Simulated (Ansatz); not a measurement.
Cu under changes of volume

One of the cells (11.458 Å³/atom); the others are scaled copies at fixed shape and fractional positions:

```
Cu
1.0
    -1.44279    1.44279    1.37608
     1.44279   -1.44279    1.37608
     1.44279    1.44279   -1.37608
Cu
1
Cartesian
  0.0000 0.0000 0.0000
```

This isn't the form of Cu at room conditions, which is fcc.

```yaml
Program: Ansatz 0.2.0
Functional: r2SCAN
Potentials_or_basis: Ansatz PAW
Cutoff: "500 eV (not typed: the program's choice for these potentials)"
k_mesh: 13 × 13 × 13
Occupations: fermi-dirac, width 0.05 eV
Spin: no spin polarisation
```

```csv
volume (Å³/atom),energy over the lowest point (meV/atom),pressure (GPa)
10.771,24.88,12.0
11.000,10.88,7.6
11.229,2.82,3.8
11.458,0.00,0.3
11.687,?,?
11.916,7.73,-5.4
12.146,17.26,-7.8
```

Task: What does the run at 11.687 Å³/atom give?

Result: Energy over the lowest point 1.82 meV/atom; pressure -2.7 GPa.

Worked out: A Birch-Murnaghan fit of order 3 (a polynomial in V^(-2/3)) to the other rows has its minimum at 11.48 Å³/atom with B0 = V·E''(V) = 160 GPa and B' = 5.3 at fixed shape and positions, which overstates the stiffness. It gives 1.83 meV/atom at 11.687 Å³/atom, against the run's 1.82, and -dE/dV = -2.8 GPa, against -2.7.

Energies are extrapolated to zero smearing.

Caveats: the PAW data sets come from PBE, with cores solved anew for the run's functional, which leaves a small shift of forces and pressure.
